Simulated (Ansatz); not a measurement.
What a trial cell of Mg3Sn2N2 relaxes into

These are results of DFT PBE, scalar-relativistic, plane waves, PAW in Ansatz 0.2.0, not measurements. Cutoff 420 eV, Gaussian smearing, Γ-centred meshes. Cell and atoms relax first on a coarse mesh, the cell is then made exact in the group found at 0.06 to 0.08 Å, and last on a converged mesh; the steps can't lower the symmetry of their start. No spin polarisation.

This trial cell of Mg3Sn2N2 was written down by chemical analogy (P-3m1, No. 164). Its size is a guess.

```
CELL_PARAMETERS angstrom
3.40000 0.00000 0.00000
-1.70000 2.94449 0.00000
0.00000 0.00000 12.17000
ATOMIC_POSITIONS crystal
Mg 0.00000 0.00000 0.00000
Mg 0.66667 0.33333 0.19300
Mg 0.33333 0.66667 0.80700
Sn 0.33333 0.66667 0.40100
Sn 0.66667 0.33333 0.59900
N 0.33333 0.66667 0.09500
N 0.66667 0.33333 0.90500
```

The zero of energy is the elements' standard structures at the same level (N₂ as a molecule); no fitted shifts are applied. The references include grey tin.

Problem. Describe the relaxed structure.

Solution. The symmetry stays P-3m1 (No. 164). The volume per atom shrinks by 1.1 %, from 17.4 to 17.2 Å³. The shortest distance goes from 2.28 Å (Mg–N) to 2.05 Å (Mg–N). Conventional cell: a = 3.321 Å, c = 12.619 Å. Mg on a site of symmetry -3m is surrounded by 6 N at 2.34 Å and 6 Mg at 2.83 Å; Mg on a site of symmetry 3m has 3 N at 2.05 Å, 3 Mg at 2.83 Å, 6 Mg at 3.32 Å and 3 Sn at 3.39 Å; Sn has 9 Sn at 3.32–3.45 Å, 3 Mg at 3.39 Å and 1 N at 3.53 Å; around N lie 3 Mg at 2.05 Å, 3 Mg at 2.34 Å, 9 N at 3.30–3.32 Å, 1 Mg at 3.43 Å and 1 Sn at 3.53 Å.

```
Mg Sn N
1.0
     3.32126    0.00000    0.00000
    -1.66063    2.87630    0.00000
     0.00000    0.00000   12.61874
Mg Sn N
3 2 2
Direct
  0.00000 0.00000 0.00000
  0.66667 0.33333 0.16499
  0.33333 0.66667 0.83501
  0.33333 0.66667 0.38632
  0.66667 0.33333 0.61368
  0.33333 0.66667 0.10657
  0.66667 0.33333 0.89343
```

Problem. How does it come out in energy, and is it a metal?

Solution.

- Energy over the elements: −0.35 eV/atom
- Gap on the 12×12×4 mesh of the 7-atom cell: 0 eV (a metal)

It lies below the elements, which doesn't yet make it stable against other compounds or structures.

The last run used Gaussian smearing of 0.10 eV. A later test with randomly moved atoms ended 2 meV/atom lower, in R-3m at a loose tolerance, which is no clear verdict on its stability.
